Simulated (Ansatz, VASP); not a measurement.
Be: VASP beside Ansatz

File INCAR:

```
ALGO     = Normal         # electronic algorithm
EDIFF    = 1E-7           # SCF threshold, eV
ENCUT    = 520            # plane-wave cutoff, eV
GGA      = PE             # functional
ISIF     = 2              # what is computed and relaxed
ISMEAR   = -1             # smearing method
LASPH    = T              # aspherical terms in the spheres
LCHARG   = F              # write CHGCAR
LREAL    = F              # projectors in reciprocal space
LWAVE    = F              # write WAVECAR
NBANDS   = 7              # bands
NELM     = 60             # most SCF steps
PREC     = Accurate       # precision mode
SIGMA    = 0.05           # smearing width, eV
```

Contents of KPOINTS:

```
k-points
0
Gamma
  15 15 15
```

Contents of POSCAR:

```
Be
1.0
   -1.2776981900      1.2776981900      1.2776981900
    1.2776981900     -1.2776981900      1.2776981900
    1.2776981900      1.2776981900     -1.2776981900
Be
1
Direct
    0.0000000000      0.0000000000      0.0000000000
```

The input input.yaml:

```yaml
crystal:
  lattice:
    - [-1.27769819, 1.27769819, 1.27769819]
    - [1.27769819, -1.27769819, 1.27769819]
    - [1.27769819, 1.27769819, -1.27769819]
  atoms:
    - { symbol: Be, position: [0.0, 0.0, 0.0] }
hamiltonian:
  xc: pbe
  pseudopotentials: { kind: paw }
kpoints:
  mp_grid: { grid: [15, 15, 15] }
scf:
  occupations: { method: fermi_dirac, width: 0.05 }
output:
  forces: true
  stress: true
  eigenvalues: true
```

Change from the starting cell: volume scaled by 1.06.

Alike in both runs: task single point; functional PBE; k mesh 15 × 15 × 15; occupations fermi-dirac, width 0.05 eV; no spin polarisation.

|  | VASP | Ansatz |
| --- | --- | --- |
| version | VASP 6.6.1 | Ansatz 0.2.0 |
| potentials or method | VASP PAW PBE potentials, release 64 (Be) | Ansatz PAW |
| plane-wave cutoff (eV) | 520 | 420 |
| valence electrons in the cell | 2 | 2 |

```tsv
	VASP	Ansatz	Ansatz less VASP
gap on the k mesh at the Fermi level (eV)	none	none	-
pressure (GPa)	-7.1	-7.3	-0.12
```

A gap of «none» marks a metal or a gap that the smearing closes. With one functional, cell and mesh, what is left measures potentials, basis and numerics.
